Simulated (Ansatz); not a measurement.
An 8-atom cell of ZnGeP₂ started from a crystallographic database was put through Ansatz (plane waves). The cell was relaxed beforehand with r2SCAN.

Structure:
```
Zn Ge P
1.0
    -2.72333    2.72333    5.36562
     2.72333   -2.72333    5.36562
     2.72333    2.72333   -5.36562
Zn Ge P
2 2 4
Direct
  0.00000 0.00000 0.00000
  0.75000 0.25000 0.50000
  0.50000 0.50000 0.00000
  0.25000 0.75000 0.50000
  0.37500 0.37921 0.50421
  0.62079 0.12500 0.99579
  0.87500 0.87079 0.49579
  0.12921 0.62500 0.00421
```

Abridged output:
```
scf.n_extra_bands = 6 over 36 filled bands (N_el = 72.0): the run solves 42 bands
Pseudopotential: Zn, paw, valence charge 12, recommended cutoff 420 eV (normal)
Pseudopotential: Ge, paw, valence charge 14, recommended cutoff 420 eV (normal)
Pseudopotential: P, paw, valence charge 5, recommended cutoff 420 eV (normal)
Functional definition: PBE
Crystal: 8 atoms, lattice volume = 159.177 Å³
Basis set: ecut = 420 eV, 3041 PW (Γ)
Bands: 42, of which v1, the nominal top of the filled ones, is band 36 counted from 1 (35 counted from 0)
Symmetry: 8 space group operations
Space group: I-42d (ITA 122)
k-points: 30 of 216 (time reversal used)
preconditioner: auto → Resta (q_TF=auto, 2.390 Å⁻¹)  ε∞=4.1  [insulator: Δε(μ)=1.240 eV  σ=0.020 eV  ℏωp=25.0 eV]
SCF 1 converged in 7 iterations: F = -18252.558701 eV  dr2 = 2.82e-8
Free energy (F): -18252.558701 eV
Fermi energy:    8.026950 eV
--- Per-component energies (eV) ---
  E_band       = -273.828575
  E_kinetic    = 766.634067
  E_local      = -9249.340446
  E_nonlocal   = 2196.085752
  E_hartree    = 3966.210227
  E_xc         = -673.170103
  E_vxc        = -478.382977
  E_paw        = -9968.074000
  E_vpaw       = -1441.239424
  E_ewald      = -5290.904176
--- Forces (eV/Å), atoms counted from 1 ---
  atom   1  Zn      0.00000      0.00000      0.00000
  atom   2  Zn      0.00000      0.00000      0.00000
  atom   3  Ge      0.00000      0.00000      0.00000
  atom   4  Ge      0.00000      0.00000      0.00000
  atom   5  P     -0.10012      0.00000      0.00000
  atom   6  P       0.00000      0.10012      0.00000
  atom   7  P       0.10012      0.00000      0.00000
  atom   8  P       0.00000    -0.10012      0.00000
--- Stress (GPa, compression-positive) ---
        2.448834       0.000000       0.000000
        0.000000       2.448834       0.000000
        0.000000       0.000000       2.426066
  P = ⅓ Tr σ = 2.4412 GPa (24.412 kbar)
--- Band table (eV; the first three rows and the last of 30) ---
  k-point 0: bands = […, 3.7850, 4.8441, 4.8441, 7.3413, 7.3413, 7.4214, 8.8190, 8.8239, 9.0608, 10.5782, …]
  k-point 1: bands = […, 3.9807, 4.8959, 5.1475, 5.7837, 6.7139, 7.2353, 9.1024, 9.4891, 10.3921, 10.5894, …]
  k-point 2: bands = […, 4.7765, 5.0473, 5.4691, 5.6207, 6.2126, 6.9350, 9.3421, 9.4228, 10.2058, 11.1046, …]
  k-point 29: bands = […, 4.9104, 4.9104, 5.4889, 5.4889, 6.0675, 6.0675, 8.6855, 8.6855, 8.9105, 8.9105, …]
```

Q: Write the input file that gave this output, leaving the band path aside.

A:
```yaml
crystal:
  # lattice and atoms as above
kpoints:
  mp_grid: { grid: [6, 6, 6] }
hamiltonian:
  xc: pbe
scf:
  occupations: { method: fermi_dirac, width: 0.02 }
  n_extra_bands: 6
output:
  forces: true
  stress: true
  eigenvalues: true
```
A single point prints forces and stress when the output block asks for them. This is the file that was run; thresholds and some counts can't be read off the log exactly.

Command: `ansatz run input.yaml --threads 2 --pin off --max-ram 29491MiB --backend cpu --events-out ev --progress --plain --runs-dir out`. It took 22 s on 2 threads of AMD EPYC 7R13 Processor (Zen 3), with other jobs on the host, load about 1.5 per core; peak host memory 0.77 GiB.

Spin-unpolarised throughout; all numbers are computed.

The runs are scalar-relativistic, without spin-orbit coupling.
